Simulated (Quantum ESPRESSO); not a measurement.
Crystal: GaN.

```
CELL_PARAMETERS angstrom
3.18000 0.00000 0.00000
-1.59000 2.75396 0.00000
0.00000 0.00000 5.16600
ATOMIC_POSITIONS crystal
Ga 0.66667 0.33333 0.50000
Ga 0.33333 0.66667 0.00000
N 0.66667 0.33333 0.87500
N 0.33333 0.66667 0.37500
```

Program: Quantum ESPRESSO 7.5. Alike in all runs: cell as given; cutoff (eV) 1143; smearing fermi-dirac 0.05 eV.

**Question.** Order these runs on this cell by their pressure, lowest first.
A. level PBE; potentials or basis PseudoDojo 0.4.1 SR PBE standard; spin off; k mesh 8 × 8 × 4; k mesh for the Wannier functions 6 × 6 × 3
B. level PBEsol; potentials or basis PseudoDojo 0.4 FR PBEsol standard; spin SOC, no magnetisation; k mesh 8 × 8 × 4; k mesh for the Wannier functions 5 × 5 × 2
C. level RPBE; potentials or basis PseudoDojo 0.4.1 SR PBE standard; spin off; k mesh 10 × 10 × 5

**Answer.** B (1.3 GPa), A (7.5 GPa), C (11.6 GPa).

Caveats: the Wannier minimisation didn't converge (some runs); the potentials were made for another functional, which shifts forces and pressure (some runs).

Not every run made on this cell is shown here.
